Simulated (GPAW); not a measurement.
# Zn (Fm-3m) in GPAW: convergence with density grid spacing (A)

Aim: find how far density grid spacing (A) must go before the results for Zn settle, at r2SCAN. This setting moves, with any that are tied to it; all else stays.

Program: GPAW 26.7.0. These are calculated values, not measurements. Logs are shortened: lines on timing, memory, paths and dates and some standing lists are left out, and cuts for length are marked. The log counts tension as positive stress, the text compression.

## (1) The structure

Symmetry: Fm-3m, No. 225, cubic system. Conventional cell: a = 3.930 Å, b = 3.930 Å, c = 3.930 Å, α = 90.00°, β = 90.00°, γ = 90.00°. Around Zn (site symmetry m-3m) lie 12 Zn at 2.78 Å.

This isn't the form of Zn at room conditions, which is hcp.

## (2) With density grid spacing (A) 0.24

Contents of run.py:

```python
from ase.dft.bandgap import bandgap
from ase.io import read, write
from ase.units import GPa
from gpaw import GPAW, PW

atoms = read('POSCAR')

calc = GPAW(mode=PW(600),
            h=0.24,
            xc='MGGA_X_R2SCAN+MGGA_C_R2SCAN',
            kpts={'size': (12, 12, 12), 'gamma': True},
            occupations={'name': 'fermi-dirac', 'width': 0.05},
            nbands=13,
            convergence={'density': 1e-05, 'energy': 1e-05},
            maxiter=100,
            txt='gpaw.txt')
atoms.calc = calc
energy = atoms.get_potential_energy()
forces = atoms.get_forces()
stress = atoms.get_stress()
calc.write('gs.gpw')
write('result.traj', atoms)
print(f'Energy: {energy:.6f} eV')
print('Forces (eV/A):')
print(forces.round(4))
print('Stress (GPa):', (stress / GPa).round(3))
print('Fermi level:', round(calc.get_fermi_level(), 4), 'eV')
print(f'Gap: {bandgap(calc)[0]:.4f} eV, direct: {bandgap(calc, direct=True)[0]:.4f} eV')
```

Contents of POSCAR:

```
Zn
1.0
    0.0000000000      1.9647760000      1.9647760000
    1.9647760000      0.0000000000      1.9647760000
    1.9647760000      1.9647760000      0.0000000000
Zn
1
Direct
    0.0000000000      0.0000000000      0.0000000000
```

Potentials or basis: GPAW PAW data sets (gpaw-data 1.2.1), pw.

On the command line:

```console
OMP_NUM_THREADS=1 python run.py
```

Wall time 23 s (1 thread of Arm Neoverse V1, shared host); peak memory 0.2 GiB.

What came out:

```
Free energy            : -7.8072 eV
Pressure               : -4.3 GPa
Band gap on the k mesh : none (metal or under the smearing width)
```

## (3) With density grid spacing (A) 0.2

run.py, as its differences from that of step 2:

```diff
@@ -8,3 +8,3 @@
 calc = GPAW(mode=PW(600),
-            h=0.24,
+            h=0.2,
             xc='MGGA_X_R2SCAN+MGGA_C_R2SCAN',
```

POSCAR is that of step 2.

Potentials or basis: GPAW PAW data sets (gpaw-data 1.2.1), pw.

On the command line:

```console
OMP_NUM_THREADS=1 python run.py
```

It took 31 s on 1 thread of Arm Neoverse V1, shared host; peak memory 0.2 GiB.

Results:

* Free energy: -7.8066 eV
* Pressure: -4.3 GPa
* Band gap on the k mesh: none (metal or under the smearing width)

## (4) With density grid spacing (A) 0.17

run.py, as its differences from that of step 3:

```diff
@@ -8,3 +8,3 @@
 calc = GPAW(mode=PW(600),
-            h=0.2,
+            h=0.17,
             xc='MGGA_X_R2SCAN+MGGA_C_R2SCAN',
```

POSCAR is that of step 3.

On the command line:

```console
OMP_NUM_THREADS=1 python run.py
```

Run time: 66 s. Hardware: 1 thread of Arm Neoverse V1, shared host; peak memory 0.21 GiB.

What came out:

- Free energy: -7.8067 eV
- Pressure: -4.3 GPa
- Band gap on the k mesh: none (metal or under the smearing width)

## (5) With density grid spacing (A) 0.15

run.py, as its differences from that of step 4:

```diff
@@ -8,3 +8,3 @@
 calc = GPAW(mode=PW(600),
-            h=0.17,
+            h=0.15,
             xc='MGGA_X_R2SCAN+MGGA_C_R2SCAN',
```

POSCAR is that of step 4.

On the command line:

```console
OMP_NUM_THREADS=1 python run.py
```

Run time: 51 s. Hardware: 1 thread of Arm Neoverse V1, shared host; peak memory 0.21 GiB.

It converged, with:

```
Free energy            : -7.8067 eV
Pressure               : -4.3 GPa
Band gap on the k mesh : none (metal or under the smearing width)
```

## (6) With density grid spacing (A) 0.13

run.py, as its differences from that of step 5:

```diff
@@ -8,3 +8,3 @@
 calc = GPAW(mode=PW(600),
-            h=0.15,
+            h=0.13,
             xc='MGGA_X_R2SCAN+MGGA_C_R2SCAN',
```

POSCAR is that of step 5.

Potentials or basis: GPAW PAW data sets (gpaw-data 1.2.1), pw.

On the command line:

```console
OMP_NUM_THREADS=1 python run.py
```

It took 2.1 min on 1 thread of Arm Neoverse V1, shared host; peak memory 0.23 GiB.

The run converged. Its results:

| Property | Result |
| --- | --- |
| Free energy | -7.8067 eV |
| Pressure | -4.3 GPa |
| Band gap on the k mesh | none (metal or under the smearing width) |

## (7) With density grid spacing (A) 0.11

run.py, as its differences from that of step 6:

```diff
@@ -8,3 +8,3 @@
 calc = GPAW(mode=PW(600),
-            h=0.13,
+            h=0.11,
             xc='MGGA_X_R2SCAN+MGGA_C_R2SCAN',
```

POSCAR is that of step 6.

On the command line:

```console
OMP_NUM_THREADS=1 python run.py
```

Run time: 3.1 min. Hardware: 1 thread of Arm Neoverse V1, shared host; peak memory 0.24 GiB.

Results (log left out):

- Free energy: -7.8067 eV
- Pressure: -4.3 GPa
- Band gap on the k mesh: none (metal or under the smearing width)

## (8) With density grid spacing (A) 0.09

run.py, as its differences from that of step 7:

```diff
@@ -8,3 +8,3 @@
 calc = GPAW(mode=PW(600),
-            h=0.11,
+            h=0.09,
             xc='MGGA_X_R2SCAN+MGGA_C_R2SCAN',
```

POSCAR is that of step 7.

Potentials or basis: GPAW PAW data sets (gpaw-data 1.2.1), pw.

On the command line:

```console
OMP_NUM_THREADS=1 python run.py
```

gpaw.txt:

```text
__  _  _
 | _ |_)|_||  |
 |__||  | ||/\| - 26.7.0

Input parameters:
  mode=PW(ecut=600.0),
  convergence={'density': 1e-05, 'energy': 1e-05},
  h=0.09,
  kpts=MonkhorstPack(size=(12, 12, 12), gamma=True),
  maxiter=100,
  nbands=13,
  occupations=Occupations(name='fermi-dirac', width=0.05),
  xc=XC(name='MGGA_X_R2SCAN+MGGA_C_R2SCAN')

Diagonalizing LCAO Hamiltonian
Converting LCAO to pw mode

       Zn

Atoms  # Å, Bohr magnetons
|   | symbol |        x |        y |        z |    initial magnetic moments |
|---|--------|----------|----------|----------|-----------------------------|
| 0 |     Zn | 0.000000 | 0.000000 | 0.000000 | ( 0.0000,  0.0000,  0.0000) |

Unit cell  # Å
| periodic |        x |        y |        z |  lengths |    angles |
|----------|----------|----------|----------|----------|-----------|
|      yes | 0.000000 | 1.964776 | 1.964776 | 2.778613 | 60.000000 |
|      yes | 1.964776 | 0.000000 | 1.964776 | 2.778613 | 60.000000 |
|      yes | 1.964776 | 1.964776 | 0.000000 | 2.778613 | 60.000000 |

Number of symmetries: 48
Symmetry operations  # r_c * U_cc + t_c -> r_c
|    | kind |            matrix            |
|----|------|------------------------------|
|  0 |  σ   |  1, 0, 0,  1, 0,-1,  1,-1, 0 |
|  1 |  C2  |  1, 0, 0,  1,-1, 0,  1, 0,-1 |
|  2 |  E   |  1, 0, 0,  0, 1, 0,  0, 0, 1 |
|  3 |  σ   |  1, 0, 0,  0, 0, 1,  0, 1, 0 |
|  4 |  C4  |  1, 0,-1,  1, 0, 0,  1,-1, 0 |
|  5 |  S6  |  1, 0,-1,  1,-1, 0,  1, 0, 0 |
|  6 |  σ   |  1, 0,-1,  0, 1,-1,  0, 0,-1 |
|  7 |  C3  |  1, 0,-1,  0, 0,-1,  0, 1,-1 |
|  8 |  S6  |  1,-1, 0,  1, 0, 0,  1, 0,-1 |
|  9 |  C4  |  1,-1, 0,  1, 0,-1,  1, 0, 0 |
| 10 |  C3  |  1,-1, 0,  0,-1, 1,  0,-1, 0 |
| 11 |  σ   |  1,-1, 0,  0,-1, 0,  0,-1, 1 |
| 12 |  σ   |  0, 1, 0,  1, 0, 0,  0, 0, 1 |
| 13 |  C4  |  0, 1, 0,  0, 1,-1, -1, 1, 0 |
| 14 |  C3  |  0, 1, 0,  0, 0, 1,  1, 0, 0 |
| 15 |  S6  |  0, 1, 0, -1, 1, 0,  0, 1,-1 |
| 16 |  C2  |  0, 1,-1,  1, 0,-1,  0, 0,-1 |
| 17 |  σ   |  0, 1,-1,  0, 1, 0, -1, 1, 0 |
| 18 |  S4  |  0, 1,-1,  0, 0,-1,  1, 0,-1 |
| 19 |  C4  |  0, 1,-1, -1, 1, 0,  0, 1, 0 |
| 20 |  C3  |  0, 0, 1,  1, 0, 0,  0, 1, 0 |
| 21 |  σ   |  0, 0, 1,  0, 1, 0,  1, 0, 0 |
| 22 |  S6  |  0, 0, 1,  0,-1, 1, -1, 0, 1 |
| 23 |  C4  |  0, 0, 1, -1, 0, 1,  0,-1, 1 |
| 24 |  S4  |  0, 0,-1,  1, 0,-1,  0, 1,-1 |
| 25 |  C3  |  0, 0,-1,  0, 1,-1,  1, 0,-1 |
| 26 |  C2  |  0, 0,-1,  0,-1, 0, -1, 0, 0 |
| 27 |  S6  |  0, 0,-1, -1, 0, 0,  0,-1, 0 |
| 28 |  S4  |  0,-1, 1,  1,-1, 0,  0,-1, 0 |
| 29 |  C4  |  0,-1, 1,  0, 0, 1, -1, 0, 1 |
| 30 |  C2  |  0,-1, 1,  0,-1, 0,  1,-1, 0 |
| 31 |  σ   |  0,-1, 1, -1, 0, 1,  0, 0, 1 |
| 32 |  C3  |  0,-1, 0,  1,-1, 0,  0,-1, 1 |
| 33 |  S6  |  0,-1, 0,  0, 0,-1, -1, 0, 0 |
| 34 |  S4  |  0,-1, 0,  0,-1, 1,  1,-1, 0 |
| 35 |  C2  |  0,-1, 0, -1, 0, 0,  0, 0,-1 |
| 36 |  C2  | -1, 1, 0,  0, 1, 0,  0, 1,-1 |
| 37 |  S6  | -1, 1, 0,  0, 1,-1,  0, 1, 0 |
| 38 |  S4  | -1, 1, 0, -1, 0, 1, -1, 0, 0 |
| 39 |  C3  | -1, 1, 0, -1, 0, 0, -1, 0, 1 |
| 40 |  S6  | -1, 0, 1,  0, 0, 1,  0,-1, 1 |
| 41 |  C2  | -1, 0, 1,  0,-1, 1,  0, 0, 1 |
| 42 |  C3  | -1, 0, 1, -1, 1, 0, -1, 0, 0 |
| 43 |  S4  | -1, 0, 1, -1, 0, 0, -1, 1, 0 |
| 44 |  C2  | -1, 0, 0,  0, 0,-1,  0,-1, 0 |
| 45 |  i   | -1, 0, 0,  0,-1, 0,  0, 0,-1 |
| 46 |  σ   | -1, 0, 0, -1, 1, 0, -1, 0, 1 |
| 47 |  C2  | -1, 0, 0, -1, 0, 1, -1, 1, 0 |

BZ-sampling:
  Number of BZ points: 1728
  Number of IBZ points: 72

  Monkhorst-Pack size: [12, 12, 12]
  Monkhorst-Pack shift: [0.041666666666666664, 0.041666666666666664, 0.041666666666666664]

K-points  # in reciprocal-cell coordinates
|     |                                coordinates |     weight |
|-----|--------------------------------------------|------------|
|   0 | ( -0.00000000,  -0.00000000,  -0.00000000) | 0.00057870 |
|   1 | (  0.08333333,   0.08333333,  -0.00000000) | 0.00347222 |
|   2 | (  0.08333333,   0.08333333,   0.08333333) | 0.00462963 |
|   3 | (  0.16666667,   0.08333333,   0.08333333) | 0.00694444 |
|   4 | (  0.16666667,   0.16666667,  -0.00000000) | 0.00347222 |
|   5 | (  0.16666667,   0.16666667,   0.08333333) | 0.01388889 |
|   6 | (  0.16666667,   0.16666667,   0.16666667) | 0.00462963 |
|   7 | (  0.25000000,   0.16666667,   0.08333333) | 0.01388889 |
|   8 | (  0.25000000,   0.16666667,   0.16666667) | 0.01388889 |
|   9 | (  0.25000000,   0.25000000,  -0.00000000) | 0.00347222 |
| ... |                                            |            |
|  71 | (  0.50000000,   0.50000000,   0.50000000) | 0.00231481 |

Plane wave coefficients: 532
Cutoff: 600.0 eV

Spin-components: 1 (collinear spins)
Bands:           13
Projectors:      6
Spin-degeneracy: 2
Datatype:        complex128

Parallelization:
  kpt:    1
  domain: 1
  band:   1

Density:
  Valence electrons: 12.0
  Components: 1
  Grid points: [32 32 32]
  Charge: 0.0  # |e|

Potential:
  Grid points: [32 32 32]

species:
  Zn:
    name:    Zinc
    Z:       30.0
    valence: 12
    core:    18
    charge:  0.0  # [|e|]
    compensation charges:
      type: gauss
      rc: 0.37  # [Å]
      lmax: 2
    cutoffs:
      filter: 2.14  # [Å]
      core: 2.28  # [Å]
    projectors
    | kind |    occ | energy [eV] | rcut [Å] |
    |------|--------|-------------|----------|
    |   4s |  2.000 |      -5.977 |    1.286 |
    |   4p |  0.000 |      -1.117 |    1.270 |
    |   3d | 10.000 |     -10.142 |    1.180 |
    |    s |        |      21.234 |    1.286 |
    |    p |        |      26.095 |    1.270 |
    |    d |        |      17.070 |    1.180 |

    Using partial waves for Zn as LCAO basis

Reference energy: -48861.326653  # eV

eigensolver:
  PPCG
  Converge bands: occupied
  niter=2

density mixing:
  MSR1-Mixer
  Pratt-step length: 0.05
  Maximum mixing coefficient: 0.75
  Old densities: 10
  SVD Regularization: 0.005
  Good broyden scale: 1.0
  Trust region scale: 1.0
  Backstep threshold: 4.0
  History deletion threshold: 6.0
  Fourier metric: weight=20.0, sigma=0.015

occupation numbers:
  Fermi-Dirac:
    width: 0.0500  # eV

poisson solver:
  ecut: 4800.0  # eV

xc functional:
  name: MGGA_X_R2SCAN+MGGA_C_R2SCAN with 2 nearest neighbor stencil

convergence criteria:
- Maximum integral of absolute [dens]ity change: 1e-05 electrons / valence electron
- Maximum [total energy] change in last 3 cyles: 1e-05 eV / valence electron
- Maximum integral of absolute [eigenst]ate change: 4e-08 eV^2 / valence electron
maximum number of iterations: 100

SCF iterations
|iter     | |      energy | eigst |  dens |
|---------|-|-------------|-------|-------|
|iter:   1| |   -8.443518 | -0.06 |       |
|iter:   2| |   -7.741001 | -1.05 | -1.53 |
|iter:   3| |   -7.775427 | -2.12 | -1.56 |
|iter:   4| |   -7.796967 | -2.27 | -1.73 |
|iter:   5| |   -7.804761 | -2.46 | -2.04 |
|iter:   6| |   -7.805072 | -3.82 | -2.49 |
|iter:   7| |   -7.805266 | -4.56 | -3.03 |
|iter:   8| |   -7.805277 | -5.20 | -3.49 |
|iter:   9| |   -7.805276c| -6.09 | -3.98 |
|iter:  10| |   -7.805276c| -7.21 | -4.36 |
|iter:  11| |   -7.805276c| -7.50c| -4.68 |
|iter:  12| |   -7.805276c| -8.21c| -4.82 |
|iter:  13| |   -7.805276c| -9.51c| -5.53c|

Converged in 13 steps
Energy contributions relative to reference atoms: (reference = -48861.326653)

Energy contributions:
  Kinetic:           9.190404
  Coulomb:          -6.597958
  Zero:             -0.041063
  External:          0.000000
  Xc:              -10.355216
  Entropy:          -0.002884
  Spinorbit:         0.000000
  ----------------------------
  Free energy:      -7.806718
  Extrapolated:     -7.805276

dipole moment: (-7.477115, -7.477115, -7.477115)  # |e|*Ang

Fermi level: 6.484
Eigenvalues  # (at kpt = [-0.000, -0.000, -0.000])
| band index |      eig [eV] | occ [0-2] |
|------------|---------------|-----------|
|          0 |        -4.311 |     2.000 |
|          1 |        -1.363 |     2.000 |
|          2 |        -1.363 |     2.000 |
|          3 |        -1.363 |     2.000 |
|          4 |        -0.975 |     2.000 |
|          5 |        -0.975 |     2.000 |
|          6 |        25.844 |     0.000 |
|          7 |        25.844 |     0.000 |
|          8 |        25.844 |     0.000 |
|          9 |        26.140 |     0.000 |
|         10 |        28.218 |     0.000 |
|         11 |        28.218 |     0.000 |
|         12 |        28.218 |     0.000 |

No gap
No difference between direct/indirect transitions

Forces  # eV/Ang
|       x |       y |       z |
|---------|---------|---------|
| 0.00000 | 0.00000 | 0.00000 |  # Zn   0

Stress tensor  # eV/Ang^3
|         x |         y |         z |
|-----------|-----------|-----------|
|  0.026628 | -0.000000 | -0.000000 |
| -0.000000 |  0.026628 | -0.000000 |
| -0.000000 | -0.000000 |  0.026628 |

# Writing to gs.gpw (mode='')
```

Run time: 3.2 min. Hardware: 1 thread of Arm Neoverse V1, shared host; peak memory 0.27 GiB.

Results:

| Property | Result |
| --- | --- |
| Free energy | -7.8067 eV |
| Pressure | -4.3 GPa |
| Band gap on the k mesh | none (metal or under the smearing width) |

## (9) Summary

```
density grid spacing (A)  energy less the tightest run, at zero smearing (meV/atom)  SCF cycles  CPU time (s)  peak memory (GiB)
                    0.24                                                      -0.50          13            23                0.2
                     0.2                                                       0.08          13            31                0.2
                    0.17                                                       0.06          13            66               0.21
                    0.15                                                       0.04          13            51               0.21
                    0.13                                                       0.01          13           130               0.23
                    0.11                                                       0.01          13           180               0.24
                    0.09                                                       0.00          13           190               0.27
```

Against the tightest run, the energy stays within 1 meV/atom from 0.24 on. The tightest run that finished is the yardstick and may itself not be fully converged.

Caveats: the PAW data sets were made with another functional, which shifts forces and pressure a little.
